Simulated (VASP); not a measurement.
Here is a VASP 6.6.1 calculation.

File POSCAR:

```
CdSe
1.0
    0.0000000000      3.0702711986      3.0702711986
    3.0702711986      0.0000000000      3.0702711986
    3.0702711986      3.0702711986      0.0000000000
Cd Se
1 1
Direct
    0.0000000000      0.0000000000      0.0000000000
    0.2500000000      0.2500000000      0.2500000000
```

The input INCAR.step1:

```
  ALGO = Normal
  EDIFF = 1E-8
  ENCUT = 500
  GGA = PE
  ISMEAR = 0
  LASPH = True
  LCHARG = False
  LREAL = False
  LWAVE = True
  NELM = 60
  PREC = Accurate
  SIGMA = 0.01
```

INCAR.step2

```
  ALGO = Exact
  EDIFF = 1E-8
  ENCUT = 500
  GGA = PE
  ISMEAR = 0
  ISTART = 1
  LASPH = True
  LCHARG = False
  LOPTICS = True
  LREAL = False
  LWAVE = True
  NBANDS = 85
  NELM = 1
  PREC = Accurate
  SIGMA = 0.01
```

INCAR.step3

```
  ALGO = EVGW
  EDIFF = 1E-8
  ENCUT = 500
  ENCUTGW = 100
  GGA = PE
  ISMEAR = 0
  ISTART = 1
  LASPH = True
  LCHARG = False
  LREAL = False
  LWAVE = False
  NBANDS = 85
  NBANDSGW = 17
  NELMGW = 4
  NOMEGA = 48
  PREC = Accurate
  PRECFOCK = Fast
  SIGMA = 0.01
```

KPOINTS

```
k-points
0
Gamma
  4 4 4
```

Potentials or basis: VASP PAW PBE potentials, release 64 (Cd_GW, Se_GW).

Command:

```console
$ cat potpaw_PBE.64/Cd_GW/POTCAR potpaw_PBE.64/Se_GW/POTCAR > POTCAR
$ cp INCAR.step1 INCAR
$ mpirun -np 1 vasp_std > vasp.out
$ cp INCAR.step2 INCAR
$ mpirun -np 1 vasp_std > vasp.out
$ cp INCAR.step3 INCAR
$ mpirun -np 1 vasp_std > vasp.out
```

Task: Predict the quasiparticle gap.

Result: 1.39 eV.

Task: Estimate the least direct quasiparticle gap.

Result: 1.39 eV.

Task: What does it give for the band gap on the k mesh, mean-field level?

Result: 0.53 eV, direct.

Quasiparticle gap after each update of the energies (eV): 1.13, 1.31, 1.36, 1.39

Caveat: the k mesh is coarse (spacing up to 0.44 Å⁻¹), so the values aren't converged; bands, screening cutoff and mesh are small and nothing is extrapolated, so the quasiparticle values aren't converged.
